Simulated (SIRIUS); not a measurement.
The system is CuO.

```
Cu O
1.0
     0.00000    2.11656    2.11656
     2.11656    0.00000    2.11656
     2.11656    2.11656    0.00000
Cu O
1 1
Direct
  0.02950 0.02810 0.90803
  0.47050 0.47190 0.59197
```

The cell comes from a database or a generator and needn't be the stable form of this composition.

The cell isn't the ideal one: atom 2 moved 0.45 Å.

| Quantity | Value |
| --- | --- |
| Program | SIRIUS 7.12.0 |
| Task | relaxation of cell and atoms |
| Functional | PBE |
| Dispersion | D4 |
| Potentials or basis | PseudoDojo 0.4.1 PBE standard (scalar relativistic) |
| Cutoff | 1254 eV |
| Density cutoff | 5016 eV |
| k mesh | 5 × 5 × 5 |
| Occupations | fermi-dirac, width 0.05 eV |
| Spin | no spin polarisation |

At the start: pressure 13.8 GPa; volume 9.48 Å³/atom.

Question: How do energy, volume and symmetry change on relaxing?

Answer: Over 15 steps the energy falls by 209.6 meV/atom and the volume is 9.31 Å³/atom (-1.8 %); space group Fm-3m (No. 225, to 0.05 Å).

The path:
| step | energy change (eV) | largest force (eV/Å) | pressure (GPa) | volume (Å³) |
| --- | --- | --- | --- | --- |
| 1 | 0.0000 | 0.8610 | 13.81 | 18.96 |
| 2 | -0.0475 | 0.8444 | 8.50 | 19.30 |
| 3 | -0.1724 | 0.8958 | -8.17 | 20.49 |
| 4 | -0.2133 | 0.5541 | -14.74 | 20.98 |
| 5 | -0.2632 | 0.4408 | -14.75 | 20.74 |
| 6 | -0.2779 | 1.1850 | 9.02 | 18.16 |
| 7 | -0.4005 | 0.1300 | -5.71 | 19.22 |
| 8 | -0.4123 | 0.0436 | -2.11 | 18.81 |
| 9 | -0.4145 | 0.0246 | 0.36 | 18.56 |
| 10 | -0.4149 | 0.0255 | 0.50 | 18.55 |
| 11 | -0.4176 | 0.0708 | 0.89 | 18.52 |
| 12 | -0.4185 | 0.0695 | 0.53 | 18.55 |
| 13 | -0.4189 | 0.0546 | 0.03 | 18.60 |
| 14 | -0.4190 | 0.0414 | -0.13 | 18.61 |
| 15 | -0.4191 | 0.0174 | -0.19 | 18.62 |

Final structure:
```cif
data_structure
_symmetry_space_group_name_H-M 'P 1'
_symmetry_Int_Tables_number 1
_cell_length_a 2.9751
_cell_length_b 2.9759
_cell_length_c 2.9748
_cell_angle_alpha 59.971
_cell_angle_beta 59.999
_cell_angle_gamma 60.007
_cell_volume 18.62
loop_
_atom_site_label
_atom_site_type_symbol
_atom_site_fract_x
_atom_site_fract_y
_atom_site_fract_z
_atom_site_occupancy
Cu1 Cu 0.99982 0.99954 0.00035 1
O1 O 0.50018 0.50046 0.49965 1
```

Caveat: the k mesh is coarse (spacing up to 0.51 Å⁻¹), so the values aren't converged; an odd number of electrons without spin polarisation forces a metal; a magnetic or distorted state may lie lower; the run has no spin polarisation, though such a crystal can be magnetic; pairwise dispersion overbinds metals, which lowers pressure and volume.
